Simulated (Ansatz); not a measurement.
# Response to strain in KF

Start from KF in the rock salt structure (space group Fm-3m, No. 225; a = 5.307 Å). Axes: x, y, z lie along the cube axes.

Strains are applied to the cell and any free atomic positions relax.

Computed with PBEsol (Ansatz, a program for electronic structure; PAW; 420 eV plane waves; no spin-orbit coupling).

Notes on the quantities. energy relative to the base: free energy F.

```csv
uniaxial strain ε_zz (%),energy relative to the base (meV/atom)
-3,4.2
-2.5,2.9
-2,1.8
-1.5,1.0
-1,?
-0.5,0.1
0,0.0
```

Problem. Fit ΔE = Aε² + Bε³ (ε in %) to the rows shown and predict the withheld row.

Solution. Least squares on the printed values gives A = 0.425 and B = -0.014 meV/atom (largest residual 0.0 meV/atom); this predicts 0.4 meV/atom, and the run gives 0.4 meV/atom, in agreement.

Whether these cells are dynamically stable was not tested.
